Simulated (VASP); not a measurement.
Set up this calculation in VASP 6.6.1, as the native input.

```yaml
Task: band structure
Functional: r2SCAN
Potentials_or_basis: VASP PAW PBE potentials, release 64 (In_d)
Cutoff: 520 eV
k_mesh: 16 × 16 × 16
Occupations: methfessel-paxton, width 0.1 eV
Spin: no spin polarisation
Further_INCAR_settings: ALGO = Normal; EDIFF = 1e-06; NBANDS = 12
```

The structure of In lies in POSCAR:

```
In                                      
1.0
   -1.5943647362      1.5943647362      2.5113719372
    1.5943647362     -1.5943647362      2.5113719372
    1.5943647362      1.5943647362     -2.5113719372
  In            
     1
Direct
     0.0000000000000000    0.0000000000000000    0.0000000000000000
```

These files were run (other wordings do the same):

INCAR

```
SYSTEM = In
  PREC = Accurate
  ENCUT = 520
  EDIFF = 1E-6
  ISMEAR = 1
  SIGMA = 0.1
  LREAL = .FALSE.
  LASPH = .TRUE.
  NELM = 80
  ALGO = Normal
  ISIF = 2
  LWAVE = .FALSE.
  LCHARG = .FALSE.
  METAGGA = R2SCAN
  LMIXTAU = .TRUE.
  NBANDS = 12
  KPAR = 4
```

KPOINTS

```
regular mesh
0
G
  16 16 16
  0 0 0
```

KPOINTS_OPT

```
explicit points
298
Reciprocal
 0.0000000000  0.0000000000  0.0000000000 1
 0.0000000000  0.0000000000  0.0263157895 1
 0.0000000000  0.0000000000  0.0526315789 1
 0.0000000000  0.0000000000  0.0789473684 1
 0.0000000000  0.0000000000  0.1052631579 1
 0.0000000000  0.0000000000  0.1315789474 1
[... 290 lines left out ...]
 0.0137795600  0.0137795600  0.4862204400 1
-0.0137795600 -0.0137795600  0.5137795600 1
```

Potentials or basis: VASP PAW PBE potentials, release 64 (In_d).

Run with:

```bash
$ cat potpaw_PBE.64/In_d/POTCAR > POTCAR
$ mpirun -np 4 vasp_std > vasp.out
```

Results of the run:

- Pressure: 1.3 GPa
- Band gap along the path: none (metal or under the smearing width)

Caveat: the PAW data sets were made with another functional, which shifts forces and pressure a little; spin-orbit coupling is left out, which moves the levels of the heavy elements.

Run time: 97 s on 4 MPI ranks on Intel(R) Xeon(R) 6975P-C (Granite Rapids), on a shared host, peak memory 0.29 GiB a rank.
